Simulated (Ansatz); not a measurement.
# C: the cost of one run

Program: Ansatz 0.2.0. Level of theory: DFT PBE, scalar-relativistic, plane waves, PAW. These are calculated values, not measurements.

## Step 1: The system as given

Symmetry: R-3m, No. 166, trigonal system. The conventional cell has a = 2.456 Å, b = 2.456 Å, c = 10.041 Å, α = 90.00°, β = 90.00°, γ = 120.00°. C (site symmetry 3m) is surrounded by 3 C at 1.42 Å.

Structure file:

```cif
data_structure
_symmetry_space_group_name_H-M 'P 1'
_symmetry_Int_Tables_number 1
_cell_length_a 8.7739
_cell_length_b 8.7739
_cell_length_c 8.7739
_cell_angle_alpha 68.091
_cell_angle_beta 68.091
_cell_angle_gamma 68.091
_cell_volume 559.52
loop_
_atom_site_label
_atom_site_type_symbol
_atom_site_fract_x
_atom_site_fract_y
_atom_site_fract_z
_atom_site_occupancy
C1 C 0.91800 0.16800 0.16800 1
C2 C 0.41800 0.16800 0.16800 1
C3 C 0.66800 0.41800 0.16800 1
C4 C 0.91800 0.66800 0.16800 1
C5 C 0.66800 0.16800 0.41800 1
C6 C 0.91800 0.41800 0.41800 1
C7 C 0.91800 0.16800 0.66800 1
C8 C 0.16800 0.41800 0.16800 1
C9 C 0.41800 0.66800 0.16800 1
C10 C 0.66800 0.91800 0.16800 1
C11 C 0.16800 0.16800 0.41800 1
C12 C 0.41800 0.41800 0.41800 1
C13 C 0.66800 0.66800 0.41800 1
C14 C 0.91800 0.91800 0.41800 1
C15 C 0.41800 0.16800 0.66800 1
C16 C 0.66800 0.41800 0.66800 1
C17 C 0.91800 0.66800 0.66800 1
C18 C 0.66800 0.16800 0.91800 1
C19 C 0.91800 0.41800 0.91800 1
C20 C 0.16800 0.91800 0.16800 1
C21 C 0.16800 0.66800 0.41800 1
C22 C 0.41800 0.91800 0.41800 1
C23 C 0.16800 0.41800 0.66800 1
C24 C 0.41800 0.66800 0.66800 1
C25 C 0.66800 0.91800 0.66800 1
C26 C 0.16800 0.16800 0.91800 1
C27 C 0.41800 0.41800 0.91800 1
C28 C 0.66800 0.66800 0.91800 1
C29 C 0.91800 0.91800 0.91800 1
C30 C 0.16800 0.91800 0.66800 1
C31 C 0.16800 0.66800 0.91800 1
C32 C 0.41800 0.91800 0.91800 1
C33 C 0.58200 0.08200 0.08200 1
C34 C 0.83200 0.33200 0.08200 1
C35 C 0.83200 0.08200 0.33200 1
C36 C 0.08200 0.08200 0.08200 1
C37 C 0.33200 0.33200 0.08200 1
C38 C 0.58200 0.58200 0.08200 1
C39 C 0.83200 0.83200 0.08200 1
C40 C 0.33200 0.08200 0.33200 1
C41 C 0.58200 0.33200 0.33200 1
C42 C 0.83200 0.58200 0.33200 1
C43 C 0.58200 0.08200 0.58200 1
C44 C 0.83200 0.33200 0.58200 1
C45 C 0.83200 0.08200 0.83200 1
C46 C 0.08200 0.58200 0.08200 1
C47 C 0.33200 0.83200 0.08200 1
C48 C 0.08200 0.33200 0.33200 1
C49 C 0.33200 0.58200 0.33200 1
C50 C 0.58200 0.83200 0.33200 1
C51 C 0.08200 0.08200 0.58200 1
C52 C 0.33200 0.33200 0.58200 1
C53 C 0.58200 0.58200 0.58200 1
C54 C 0.83200 0.83200 0.58200 1
C55 C 0.33200 0.08200 0.83200 1
C56 C 0.58200 0.33200 0.83200 1
C57 C 0.83200 0.58200 0.83200 1
C58 C 0.08200 0.83200 0.33200 1
C59 C 0.08200 0.58200 0.58200 1
C60 C 0.33200 0.83200 0.58200 1
C61 C 0.08200 0.33200 0.83200 1
C62 C 0.33200 0.58200 0.83200 1
C63 C 0.58200 0.83200 0.83200 1
C64 C 0.08200 0.83200 0.83200 1
```

The runs take a perfect supercell of 64 atoms; the defect goes to fractional position (0.918, 0.168, 0.168).

## Step 2: The perfect supercell

input.yaml reads:

```yaml
crystal:
  lattice:
    - [-4.912115, -2.836011, 6.694023]
    - [4.912115, -2.836011, 6.694023]
    - [0.0, 5.672022, 6.694023]
  atoms:
    - { symbol: C, position: [0.918, 0.168, 0.168] }
    - { symbol: C, position: [0.418, 0.168, 0.168] }
    - { symbol: C, position: [0.668, 0.418, 0.168] }
    - { symbol: C, position: [0.918, 0.668, 0.168] }
    - { symbol: C, position: [0.668, 0.168, 0.418] }
    - { symbol: C, position: [0.918, 0.418, 0.418] }
    - { symbol: C, position: [0.918, 0.168, 0.668] }
    - { symbol: C, position: [0.168, 0.418, 0.168] }
    - { symbol: C, position: [0.418, 0.668, 0.168] }
    - { symbol: C, position: [0.668, 0.918, 0.168] }
    - { symbol: C, position: [0.168, 0.168, 0.418] }
    - { symbol: C, position: [0.418, 0.418, 0.418] }
    - { symbol: C, position: [0.668, 0.668, 0.418] }
    - { symbol: C, position: [0.918, 0.918, 0.418] }
    - { symbol: C, position: [0.418, 0.168, 0.668] }
    - { symbol: C, position: [0.668, 0.418, 0.668] }
    - { symbol: C, position: [0.918, 0.668, 0.668] }
    - { symbol: C, position: [0.668, 0.168, 0.918] }
    - { symbol: C, position: [0.918, 0.418, 0.918] }
    - { symbol: C, position: [0.168, 0.918, 0.168] }
    - { symbol: C, position: [0.168, 0.668, 0.418] }
    - { symbol: C, position: [0.418, 0.918, 0.418] }
    - { symbol: C, position: [0.168, 0.418, 0.668] }
    - { symbol: C, position: [0.418, 0.668, 0.668] }
    - { symbol: C, position: [0.668, 0.918, 0.668] }
    - { symbol: C, position: [0.168, 0.168, 0.918] }
    - { symbol: C, position: [0.418, 0.418, 0.918] }
    - { symbol: C, position: [0.668, 0.668, 0.918] }
    - { symbol: C, position: [0.918, 0.918, 0.918] }
    - { symbol: C, position: [0.168, 0.918, 0.668] }
    - { symbol: C, position: [0.168, 0.668, 0.918] }
    - { symbol: C, position: [0.418, 0.918, 0.918] }
    - { symbol: C, position: [0.582, 0.082, 0.082] }
    - { symbol: C, position: [0.832, 0.332, 0.082] }
    - { symbol: C, position: [0.832, 0.082, 0.332] }
    - { symbol: C, position: [0.082, 0.082, 0.082] }
    - { symbol: C, position: [0.332, 0.332, 0.082] }
    - { symbol: C, position: [0.582, 0.582, 0.082] }
    - { symbol: C, position: [0.832, 0.832, 0.082] }
    - { symbol: C, position: [0.332, 0.082, 0.332] }
    - { symbol: C, position: [0.582, 0.332, 0.332] }
    - { symbol: C, position: [0.832, 0.582, 0.332] }
    - { symbol: C, position: [0.582, 0.082, 0.582] }
    - { symbol: C, position: [0.832, 0.332, 0.582] }
    - { symbol: C, position: [0.832, 0.082, 0.832] }
    - { symbol: C, position: [0.082, 0.582, 0.082] }
    - { symbol: C, position: [0.332, 0.832, 0.082] }
    - { symbol: C, position: [0.082, 0.332, 0.332] }
    - { symbol: C, position: [0.332, 0.582, 0.332] }
    - { symbol: C, position: [0.582, 0.832, 0.332] }
    - { symbol: C, position: [0.082, 0.082, 0.582] }
    - { symbol: C, position: [0.332, 0.332, 0.582] }
    - { symbol: C, position: [0.582, 0.582, 0.582] }
    - { symbol: C, position: [0.832, 0.832, 0.582] }
    - { symbol: C, position: [0.332, 0.082, 0.832] }
    - { symbol: C, position: [0.582, 0.332, 0.832] }
    - { symbol: C, position: [0.832, 0.582, 0.832] }
    - { symbol: C, position: [0.082, 0.832, 0.332] }
    - { symbol: C, position: [0.082, 0.582, 0.582] }
    - { symbol: C, position: [0.332, 0.832, 0.582] }
    - { symbol: C, position: [0.082, 0.332, 0.832] }
    - { symbol: C, position: [0.332, 0.582, 0.832] }
    - { symbol: C, position: [0.582, 0.832, 0.832] }
    - { symbol: C, position: [0.082, 0.832, 0.832] }
basis:
  ecutwfc: 420
  fft_grid_basis: typed
kpoints:
  mp_grid: { grid: [3, 3, 3] }
hamiltonian:
  xc: pbe
  pseudopotentials: { kind: paw }
scf:
  occupations: { method: gaussian, width: 0.05 }
output:
  forces: true
  stress: false
  eigenvalues: true
  bader: false
  write_density: true
  volumetric_format: npy
```

On the command line:

```sh
ansatz run input.yaml --threads 4 --pin off --max-ram 10240MiB --backend cpu --events-out ev --progress --plain --runs-dir out
```

Q: Estimate wall time and peak memory on 4 threads of Arm Neoverse N1, shared host.

About 34 s, with a peak of 2.7 GiB.
